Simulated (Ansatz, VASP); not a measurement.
# Two plane-wave programs on C

```
CELL_PARAMETERS angstrom
2.46572 0.00000 0.00000
-1.23286 2.13538 0.00000
0.00000 0.00000 17.50000
ATOMIC_POSITIONS crystal
C 0.33333 0.66667 0.25714
C 0.66667 0.33333 0.25716
C 0.50000 0.33333 0.45233
C 0.83333 0.00000 0.45235
```

Alike in both runs: functional PBE; dispersion D3(BJ); k mesh 15 × 15 × 1; occupations gaussian, width 0.1 eV; no spin polarisation.

Ansatz relaxed the structure, and its values are those at the end. VASP's run is a single point on that final structure, the one shown.

|  | VASP | Ansatz |
| --- | --- | --- |
| version | VASP 6.6.1 | Ansatz 0.2.0 |
| potentials or method | VASP PAW PBE potentials, release 64 (C) | scalar-relativistic, plane waves, PAW |
| plane-wave cutoff (eV) | 520 | 420 |
| valence electrons in the cell | 16 | 16 |

|  | VASP | Ansatz | Ansatz less VASP |
| --- | --- | --- | --- |
| gap on the k mesh at the Fermi level (eV) | 0.20 | 0.20 | 0.000 |
| least direct gap on the mesh (eV) | 0.20 | 0.20 | 0.000 |
